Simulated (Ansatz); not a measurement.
Input for Ansatz (plane-wave DFT, PAW):

```yaml
crystal:
  lattice:
    - [-1.82501094, 1.82501094, 2.28834753]
    - [1.82501094, -1.82501094, 2.28834753]
    - [1.82501094, 1.82501094, -2.28834753]
  atoms:
    - { symbol: Hf, position: [0.0, 0.0, 0.0] }
    - { symbol: H, position: [0.75, 0.25, 0.5] }
    - { symbol: H, position: [0.25, 0.75, 0.5] }
basis:
  ecutwfc: 500
kpoints:
  mp_grid: { grid: [16, 16, 16] }
hamiltonian:
  xc: r2scan
scf:
  occupations: { method: gaussian, width: 0.1 }
output:
  forces: true
  stress: true
  eigenvalues: true
  populations: true
```

It can be run as
```bash
ansatz run input.yaml --threads 1 --pin off --backend cpu --events-out ev --progress --plain --runs-dir out  # memory cap (--max-ram) not shown
```

Level of theory: DFT r2SCAN, scalar-relativistic, plane waves, PAW in Ansatz 0.2.0.

Part of what the program printed, abridged (final results; tables in files aren't shown):

```
SCF 1 converged in 7 iterations: F = -15766.250219 eV  dr2 = 4.35e-8
SCF converged after 7 iterations
Free energy (F): -15766.250219 eV
Harris-Foulkes:  -15766.250219 eV  (|F-HF|=5.26e-9)
Internal energy: -15766.247846 eV  (E = F + TS)
E sigma→0 (E₀):  -15766.249032 eV
Entropy (-TS):   -0.002373 eV (-0.791 meV/atom)
Fermi energy:    15.746646 eV
--- Per-component energies (eV) ---
  E_band       = -102.932380
  E_kinetic    = 446.029656
  E_local      = -5725.591386  (includes V_loc(G=0)·N_el)
  E_nonlocal   = -1247.305470
  E_hartree    = 2649.083639
  E_xc         = -299.616821
  E_vxc        = -316.087585  (∫ρ·V_xc dr)
  E_paw        = -6950.323908  (= ΣΔE_a)
  E_vpaw       = 1426.352928  (= ΣTr[D̂ρ^β])
  E_aug_tail   = -0.000811  (compensation charges beyond the density's cutoff)
  E_vtau       = 15.504434  (kinetic-family band-sum trace: ∫τ·v_τ [+ j·A + Jᵃ·Aᵃ] dr)
  E_ewald      = -4638.844266
  E_core_change = 0.321522  (= ΣΔE_core)
  E_smearing   = -0.002373  (= −TS)
--- Forces (eV/Å), atoms counted from 1 ---
  atom   1  Hf     0.00000000     0.00000000     0.00000000
  atom   2  H      0.00000000     0.00000000     0.00000000
  atom   3  H      0.00000000     0.00000000     0.00000000
--- Stress (GPa, compression-positive) ---
      -18.860098       0.000000       0.000000
        0.000000     -18.860098       0.000000
        0.000000       0.000000     -17.741454
  P = ⅓ Tr σ = -18.4872 GPa (-184.872 kbar)
--- Band table (eV; the first three rows and the last of 349) ---
  k-point 0: bands = ["-49.1313", "-16.9813", "-16.9813", "-16.9415", "2.3583", "2.4287", "2.4287", "2.4300", "2.4475", "2.4475", "2.4686", "4.5938", "14.0290", "15.2906", "15.2906", "16.1797", "17.3113", "18.5509"]
  k-point 1: bands = ["-49.1306", "-16.9946", "-16.9835", "-16.9465", "2.3606", "2.4285", "2.4293", "2.4303", "2.4464", "2.4467", "2.4675", "4.7105", "13.2945", "15.3873", "16.1531", "16.2319", "17.1987", "18.4693"]
  k-point 2: bands = ["-49.1283", "-17.0322", "-16.9898", "-16.9606", "2.3672", "2.4283", "2.4310", "2.4312", "2.4435", "2.4447", "2.4645", "5.0544", "12.2869", "15.6755", "16.3909", "16.7440", "17.5382", "18.4100"]
  k-point 348: bands = ["-49.1030", "-17.2673", "-17.1413", "-17.1413", "2.4156", "2.4240", "2.4240", "2.4258", "2.4351", "2.4532", "2.4532", "8.3316", "10.6977", "12.3225", "19.5483", "19.6899", "19.6899", "20.5824"]
--- Löwdin populations: 3 sites ---
  site symbol q [e]
     0     Hf     25.5789
     1      H      1.1790
     2      H      1.1790
  spilling = 0.002250 (of n_electrons = 28.000000)
```

Self-consistency was reached.

Spin–orbit coupling is left out, which can shift energies with elements as heavy as these.